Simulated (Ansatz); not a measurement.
The system is SnTe.

```
CELL_PARAMETERS angstrom
0.00000 3.15085 3.15085
3.15085 0.00000 3.15085
3.15085 3.15085 0.00000
ATOMIC_POSITIONS crystal
Te 0.50000 0.50000 0.50000
Sn 0.00000 0.00000 0.00000
```

* Program: Ansatz 0.2.0
* Task: relaxation of cell and atoms
* Functional: PBEsol
* Dispersion: D4
* Potentials or basis: Ansatz PAW
* Cutoff: 420 eV (not typed: the program's choice for these potentials)
* k mesh: 7 × 7 × 7
* Occupations: fermi-dirac, width 0.05 eV
* Spin: no spin polarisation

At the start: volume 31.28 Å³/atom.

Q: Where does the relaxation end?

A: It ends after 4 steps and the volume is 30.25 Å³/atom (-3.3 %); space group Fm-3m (No. 225, to 0.05 Å).

The path:
```csv
step,energy change (eV),largest force (eV/Å),volume (Å³)
1,0.0000,0.0000,62.56
2,-0.0099,0.0000,59.70
3,-0.0113,0.0000,60.49
4,-0.0109,0.0000,60.49
```

Final structure:
```
Te Sn
1.0
     0.00000    3.11572    3.11572
     3.11572    0.00000    3.11572
     3.11572    3.11572    0.00000
Te Sn
1 1
Direct
  0.50000 0.50000 0.50000
  0.00000 0.00000 0.00000
```

Caveat: the plane-wave basis is chosen anew once the cell has moved, so the energies of steps on either side of that aren't comparable; the PAW data sets come from PBE, with cores solved anew for the run's functional, which leaves a small shift of forces and pressure.
